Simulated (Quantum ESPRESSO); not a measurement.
# P under changes of volume

One of the cells (16.144 Å³/atom); the others are scaled copies at fixed shape and fractional positions:

```xyz
2
Lattice="1.7257 0.9963 3.1297 -1.7257 0.9963 3.1297 0.0000 -1.9927 3.1297" Properties=species:S:1:pos:R:3 pbc="T T T"
P     0.0000    0.0000    7.2570
P     0.0000    0.0000    2.1321
```

This isn't the form of P at room conditions, which is orthorhombic.

| Property | Result |
| --- | --- |
| Program | Quantum ESPRESSO 7.5 |
| Functional | PBEsol |
| Potentials or basis | GBRV 1.5 PBEsol |
| Cutoff | 612 eV |
| Density cutoff | 4898 eV |
| k mesh | 9 × 9 × 9 |
| Occupations | fermi-dirac, width 0.05 eV |
| Spin | no spin polarisation |

```tsv
volume (Å³/atom)	energy over the lowest point (meV/atom)	pressure (GPa)	largest force (eV/Å)
15.175	8.67	4.3	0.685
15.498	2.07	2.1	0.529
15.821	0.00	0.0	0.389
16.144	1.92	-1.8	0.267
16.467	7.09	-3.4	0.141
16.789	?	?	?
17.112	26.73	-6.4	0.111
```

Task: What does the run at 16.789 Å³/atom give?

Result: Energy over the lowest point 15.40 meV/atom; pressure -4.9 GPa; largest force 0.012 eV/Å.

Worked out: A Birch-Murnaghan fit of order 3 (a polynomial in V^(-2/3)) to the other rows has its minimum at 15.83 Å³/atom with B0 = V·E''(V) = 95 GPa and B' = 4.8 at fixed shape and positions, which overstates the stiffness. It gives 15.55 meV/atom at 16.789 Å³/atom, against the run's 15.40, and -dE/dV = -4.9 GPa, against -4.9.

Energies are extrapolated to zero smearing.
